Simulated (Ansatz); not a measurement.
# Ge: response to strain

Aim: deform Ge (zz strain of +3 %) and compute stress, forces and field gradients with LAPW, PAW and all-electron datasets made for the crystal.

Method: DFT PBE, scalar-relativistic, in Ansatz 0.2.0.

**1. Starting point**

The structure is hexagonal, space group P6_3/mmc (No. 194). The conventional cell has a = 3.998 Å, b = 3.998 Å, c = 6.599 Å, α = 90.00°, β = 90.00°, γ = 120.00°. Ge (site symmetry 3m) has 4 Ge at 2.45 to 2.47 Å as nearest neighbours.

Structure file:

```cif
data_structure
_symmetry_space_group_name_H-M 'P 1'
_symmetry_Int_Tables_number 1
_cell_length_a 3.9976
_cell_length_b 3.9976
_cell_length_c 6.5994
_cell_angle_alpha 90.000
_cell_angle_beta 90.000
_cell_angle_gamma 120.000
_cell_volume 91.33
loop_
_atom_site_label
_atom_site_type_symbol
_atom_site_fract_x
_atom_site_fract_y
_atom_site_fract_z
_atom_site_occupancy
Ge1 Ge 0.66667 0.33333 0.06290 1
Ge2 Ge 0.33333 0.66667 0.56290 1
Ge3 Ge 0.66667 0.33333 0.43710 1
Ge4 Ge 0.33333 0.66667 0.93710 1
```

Atoms are numbered in the order of the input: Ge1, Ge2, Ge3, Ge4.

**2. After the deformation**

Space group P6_3/mmc before, P6_3/mmc after.

**3. LAPW, all electrons**

Input file input.yaml:

```yaml
crystal:
  lattice:
    - [3.9975858431, 0.0, 0.0]
    - [-1.9987929216, 3.462010894, 0.0]
    - [0.0, 0.0, 6.7973592885]
  atoms:
    - { symbol: Ge, position: [0.6666666667, 0.3333333333, 0.06290125] }
    - { symbol: Ge, position: [0.3333333333, 0.6666666667, 0.56290125] }
    - { symbol: Ge, position: [0.6666666667, 0.3333333333, 0.43709875] }
    - { symbol: Ge, position: [0.3333333333, 0.6666666667, 0.93709875] }
kpoints:
  mp_grid: { grid: [11, 11, 6] }
  band_path:
    path:
      - [0.0, 0.0, 0.0]
      - [0.5, 0.0, 0.0]
      - [0.3333333333, 0.3333333333, 0.0]
      - [0.0, 0.0, 0.0]
      - [0.0, 0.0, 0.5]
      - [0.5, 0.0, 0.5]
      - [0.3333333333, 0.3333333333, 0.5]
      - [0.0, 0.0, 0.5]
      - [0.5, 0.0, 0.5]
    npoints: 5
scf:
  occupations: { method: fermi_dirac, width: 0.05 }
hamiltonian:
  xc: pbe
  pseudopotentials: { kind: all_electron, lapw: { basis_error: 0.001 } }
output:
  forces: true
  stress: true
  eigenvalues: true
```

Started as:

```bash
$ ansatz run input.yaml --threads 1 --pin off --max-ram 4096MiB --backend cpu --events-out ev --progress --plain --runs-dir out
```

**4. PAW with frozen cores**

Input file input.yaml:

```yaml
crystal:
  lattice:
    - [3.9975858431, 0.0, 0.0]
    - [-1.9987929216, 3.462010894, 0.0]
    - [0.0, 0.0, 6.7973592885]
  atoms:
    - { symbol: Ge, position: [0.6666666667, 0.3333333333, 0.06290125] }
    - { symbol: Ge, position: [0.3333333333, 0.6666666667, 0.56290125] }
    - { symbol: Ge, position: [0.6666666667, 0.3333333333, 0.43709875] }
    - { symbol: Ge, position: [0.3333333333, 0.6666666667, 0.93709875] }
kpoints:
  mp_grid: { grid: [11, 11, 6] }
scf:
  occupations: { method: fermi_dirac, width: 0.05 }
hamiltonian:
  xc: pbe
  pseudopotentials: { kind: paw }
output:
  forces: true
  stress: true
  eigenvalues: true
  efg: { contact_densities: true }
  write_density: true
  write_potential: true
  elf: true
  volumetric_format: npy
```

**5. Datasets made for this crystal**

Changes to input.yaml since step 4:

```diff
@@ -16,3 +16,3 @@
   xc: pbe
-  pseudopotentials: { kind: paw }
+  pseudopotentials: { kind: all_electron, datasets: crystal }
 output:
@@ -22,5 +22 @@
   efg: { contact_densities: true }
-  write_density: true
-  write_potential: true
-  elf: true
-  volumetric_format: npy
```

(Steps that only read results are left out.)

Before running it: what results should come out? Wanted: pressure; largest shear or deviatoric stress.

The runs gave:

```
                                 quantity                                           value
                                 pressure  LAPW 0.98, PAW 0.98, crystal datasets 0.98 GPa
largest shear or deviatoric stress (LAPW)                                        3.12 GPa
```

The largest part of the stress beyond the pressure is 3.12 GPa in size, in the zz component; the atoms are carried along and not relaxed. No run of the undeformed cell stands beside it, so the pressure holds what the given cell had before the change. PAW: stress within 0.01 GPa of LAPW, forces within 1 meV/Å. Crystal datasets: stress within 0.01 GPa of LAPW, forces within 1 meV/Å.
